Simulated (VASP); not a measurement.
An input for Quantum ESPRESSO's pw.x (written as the equivalent of a VASP run, and not itself run):

```
&CONTROL
  calculation = 'vc-relax'
  pseudo_dir = './pseudo'
  outdir = './out'
  tprnfor = .true.
  tstress = .true.
  nstep = 30
  forc_conv_thr = 0.00039
/
&SYSTEM
  ibrav = 0
  nat = 2
  ntyp = 2
  ecutwfc = 96
  occupations = 'smearing'
  smearing = 'methfessel-paxton'
  degauss = 0.00735
  input_dft = 'pbesol'
  nspin = 2
  starting_magnetization(1) = 0.18
  starting_magnetization(2) = 0.04
/
&ELECTRONS
  conv_thr = 7.3e-09
  electron_maxstep = 100
/
&IONS
/
&CELL
  cell_dofree = 'shape'
/
ATOMIC_SPECIES
  Co 58.933 Co.upf
  Pt 195.084 Pt.upf
CELL_PARAMETERS angstrom
     2.6044725    0.0000000    0.0000000
     0.0000000    2.6044725    0.0000000
     0.0000000    0.0000000    3.5800459
ATOMIC_POSITIONS crystal
  Co   0.0000000  0.0000000  0.0000000
  Pt   0.5000000  0.5000000  0.5000000
K_POINTS automatic
  14 14 10 0 0 0
```

Write the VASP files for the same calculation (PBEsol).

One answer among several that fit: 
POSCAR:
```
CoPt
1
    2.6044725445     0.0000000000     0.0000000000
    0.0000000000     2.6044725445     0.0000000000
    0.0000000000     0.0000000000     3.5800459182
Co Pt
1 1
Direct
  0.0000000000   0.0000000000   0.0000000000
  0.5000000000   0.5000000000   0.5000000000
```

**INCAR**
```
! general
SYSTEM =CoPt
PREC   =Accurate
ENCUT  =520
LREAL  =.False.
LASPH  =.True.

! electronic loop
EDIFF  =1E-7
NELM   =100
ALGO   =Normal
LMAXMIX=6

! smearing
ISMEAR =1
SIGMA  =0.1

! functional
GGA    =PS

! spin
ISPIN  =2
MAGMOM =1.8 0.4

! ions
IBRION =2
NSW    =30
ISIF   =4
EDIFFG =-0.01

! output
LWAVE  =.False.
LCHARG =.False.
LORBIT =10
```

File KPOINTS:
```
Automatic
0
G
14 14 10
0 0 0
```

POTCAR, in this order: Co Pt (PBE.64 set). Program: vasp_std.

The two are equivalent in intent, not identical: the potentials are each code's own (VASP's PAW set, PseudoDojo norm-conserving files in pw.x), so ENCUT and ecutwfc are chosen apart and not converted; conv_thr bounds pw.x's estimated SCF error, while EDIFF bounds the energy change between steps; starting_magnetization is a fraction of the valence charge and MAGMOM a moment in μB, so they match only roughly; forc_conv_thr acts on force components and is met together with etot_conv_thr.

The compound is CoPt in the L1_0 structure. This cell is one point of a volume scan, at 0.94 of the reference volume. Symmetry was kept, so distortions that lower it aren't found.
